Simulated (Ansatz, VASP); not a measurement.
## One calculation of Ag, two programs

File INCAR:

```
ALGO = Normal
EDIFF = 1E-6
ENCUT = 520
GGA = PE
GGA_COMPAT = False
ISIF = 2
ISMEAR = -1
LASPH = True
LCHARG = False
LMAXMIX = 4
LNONCOLLINEAR = True
LORBIT = 11
LORBMOM = True
LREAL = False
LSORBIT = True
LWAVE = False
MAGMOM = 0 0 0
NBANDS = 22
NELM = 150
PREC = Accurate
SIGMA = 0.03
```

Contents of KPOINTS:

```
k-points
0
Gamma
  15 15 15
```

File POSCAR:

```
Ag
1.0
    0.0000000000      2.0431000000      2.0431000000
    2.0431000000      0.0000000000      2.0431000000
    2.0431000000      2.0431000000      0.0000000000
Ag
1
Direct
    0.0000000000      0.0000000000      0.0000000000
```

Input for Ansatz:

```yaml
crystal:
  lattice:
    - [0.0, 2.0431, 2.0431]
    - [2.0431, 0.0, 2.0431]
    - [2.0431, 2.0431, 0.0]
  atoms:
    - { symbol: Ag, position: [0.0, 0.0, 0.0] }
kpoints:
  mp_grid: { grid: [15, 15, 15] }
  band_path:
    path:
      - [0.0, 0.0, 0.0]
      - [0.5, 0.0, 0.5]
      - [0.625, 0.25, 0.625]
      - [0.375, 0.375, 0.75]
      - [0.0, 0.0, 0.0]
      - [0.5, 0.5, 0.5]
      - [0.5, 0.25, 0.75]
      - [0.5, 0.0, 0.5]
    npoints: 5
scf:
  occupations: { method: fermi_dirac, width: 0.03 }
hamiltonian:
  xc: pbe
  pseudopotentials: { kind: all_electron, lapw: { basis_error: 0.0005 } }
output:
  forces: true
  stress: true
  eigenvalues: true
magnetization:
  noncollinear: true
  spin_orbit: true
```

Alike in both runs: task single point; functional PBE; k mesh 15 × 15 × 15; occupations fermi-dirac, width 0.03 eV; non-collinear spin, spin-orbit coupling.

```csv
,VASP,Ansatz
version,VASP 6.6.1,Ansatz 0.2.0
potentials or method,"VASP PAW PBE potentials, release 64 (Ag)",all-electron LAPW
plane-wave cutoff (eV),520,see its input
```

Ansatz gave:

```
pressure (GPa)           : 4.4
net moment per atom (μB) : 0.00
```

Q: What did VASP give for the same quantities?

A: Pressure (GPa): 4.3; net moment per atom (μB): 0.00.

Ansatz ran all-electron here, so the differences hold the error of VASP's frozen core and of both bases.
